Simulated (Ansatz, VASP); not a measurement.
# One calculation of KI, two programs

The input INCAR:

```
SYSTEM = KI
ALGO = Normal ; EDIFF = 1E-7
ENCUT = 520 ; GGA = PE
ISIF = 2 ; ISMEAR = -1
LASPH = .True. ; LCHARG = .False.
LREAL = .False. ; LWAVE = .False.
NBANDS = 15 ; NELM = 80
PREC = Accurate ; SIGMA = 0.02
```

KPOINTS

```
k-points
0
Gamma
  6 6 6
  0 0 0
```

Contents of POSCAR:

```
KI
1.0
    0.0000000000      3.5445661365      3.5445661365
    3.7377449909      0.0000000000      3.5445661365
    3.7377449909      3.5445661365      0.0000000000
K I
1 1
Direct
    0.0000000000      0.0000000000      0.0000000000
    0.5000000000      0.5000000000      0.5000000000
```

Input for Ansatz:

```yaml
crystal:
  lattice:
    - [0.0, 3.5445661365, 3.5445661365]
    - [3.7377449909, 0.0, 3.5445661365]
    - [3.7377449909, 3.5445661365, 0.0]
  atoms:
    - { symbol: K, position: [0.0, 0.0, 0.0] }
    - { symbol: I, position: [0.5, 0.5, 0.5] }
kpoints:
  mp_grid: { grid: [6, 6, 6] }
  band_path:
    path:
      - [0.0, 0.0, 0.0]
      - [0.5, 0.0, 0.5]
      - [0.625, 0.25, 0.625]
      - [0.375, 0.375, 0.75]
      - [0.5, 0.5, 0.5]
      - [0.5, 0.25, 0.75]
    npoints: 1
hamiltonian:
  xc: pbe
scf:
  occupations: { method: fermi_dirac, width: 0.02 }
  n_extra_bands: 4
output:
  forces: true
  stress: true
  eigenvalues: true
  write_density: true
  write_potential: true
  elf: true
  volumetric_format: npy
```

Change from the starting cell: uniaxial_x strain +5.5%.

Alike in both runs: task single point; functional PBE; k mesh 6 × 6 × 6; occupations fermi-dirac, width 0.02 eV; no spin polarisation.

|  | VASP | Ansatz |
| --- | --- | --- |
| version | VASP 6.6.1 | Ansatz 0.2.0 |
| potentials or method | VASP PAW PBE potentials, release 64 (K_sv, I) | plane waves, PAW |
| plane-wave cutoff (eV) | 520 | 420 |
| valence electrons in the cell | 16 | 26 |

|  | VASP | Ansatz | Ansatz less VASP |
| --- | --- | --- | --- |
| gap on the k mesh at the Fermi level (eV) | 3.82 | 3.82 | +0.004 |
| pressure (GPa) | 0.0 | -0.1 | -0.02 |
| largest component of the traceless stress (GPa) | 0.60 | 0.60 | -0.008 |

The two sets of potentials don't hold the same shells in valence.

Caveats: spin-orbit coupling is left out, which moves the levels of the heavy elements.
